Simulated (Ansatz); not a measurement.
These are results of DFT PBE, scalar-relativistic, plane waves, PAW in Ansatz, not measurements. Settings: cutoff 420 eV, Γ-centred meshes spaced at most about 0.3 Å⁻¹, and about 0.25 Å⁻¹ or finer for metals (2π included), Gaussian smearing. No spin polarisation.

Temperature and zero-point effects are left out.

Question: Order these relaxed structures of InGa₅P₆ by energy, lowest first, with the energy over the lowest of them.
A.

Space group Pmmm (No. 47). a = 3.671 Å, b = 5.266 Å, c = 11.099 Å, α = 90.00°, β = 90.00°, γ = 90.00°
```tsv
atom	site	symmetry	x	y	z
In	1f	mmm	0.5000	0.5000	0.0000
Ga	2q	mm2	0.0000	0.0000	0.8298
Ga	2t	mm2	0.5000	0.5000	0.3379
Ga	1c	mmm	0.0000	0.0000	0.5000
P	2r	mm2	0.0000	0.5000	0.1826
P	1g	mmm	0.0000	0.5000	0.5000
P	2s	mm2	0.5000	0.0000	0.6634
P	1b	mmm	0.5000	0.0000	0.0000
```

B.

Space group P-4m2 (No. 115). a = 3.941 Å, b = 3.941 Å, c = 16.797 Å, α = 90.00°, β = 90.00°, γ = 90.00°
```
atom  site  symmetry       x       y       z
  In    1c      -4m2  0.5000  0.5000  0.5000
  Ga    2e      2mm. 0.0000  0.0000  0.6755
  Ga    2f      2mm. 0.5000  0.5000  0.1622
  Ga    1a      -4m2  0.0000  0.0000  0.0000
   P    2g      2mm. 0.5000  0.0000  0.4048
   P    2g      2mm. 0.0000  0.5000  0.2433
   P    2g      2mm. 0.5000  0.0000  0.0811
```

Answer: B (0 meV/atom), A (384 meV/atom). Counting P atoms around Ga and In (those within 1.25 times the shortest such distance or 1.15 times the sum of covalent radii, 1.27 where that leaves under three): B has In 4, Ga 4; A has In 6, Ga 6. Both come from invented guesses.

Cells relaxed within their symmetry can be saddle points. Some candidate types were left out of the draw beforehand, so a known form may be missing.
